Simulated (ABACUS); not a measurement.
Ag:

```
Ag
1.0
     0.00000    2.04275    2.04275
     2.04275    0.00000    2.04275
     2.04275    2.04275    0.00000
Ag
1
Direct
  0.00000 0.00000 0.00000
```

| Item | Value |
| --- | --- |
| Program | ABACUS 3.10.1 |
| Task | single point |
| Functional | PBEsol |
| Potentials or basis | PseudoDojo NC SR 0.4.1 PBEsol standard |
| Cutoff | 1116 eV |
| Density cutoff | 4463 eV |
| Basis | plane waves |
| k mesh | 11 × 11 × 11 |
| Occupations | fermi-dirac, width 0.05 eV |
| Spin | no spin polarisation |

On this cell: pressure -3.1 GPa; band gap on the k mesh none (metal or under the smearing width).

The same run follows on a disturbed copy (cell strained at random at fixed volume):

```xyz
1
Lattice="-0.0062 2.0386 2.0672 2.0150 0.0469 2.0140 2.0856 2.0561 -0.0237" Properties=species:S:1:pos:R:3 pbc="T T T"
Ag    0.0358   -0.0156    0.0623
```

Question: What does the disturbed cell give?

Answer: The energy (extrapolated to zero smearing) moves by +6.1 meV/atom; pressure -2.7 GPa; band gap on the k mesh none (metal or under the smearing width).

Stress tensor (GPa, compression positive):
```
-2.50 -1.72  1.40
-1.72 -2.75 -0.80
 1.40 -0.80 -2.80
```
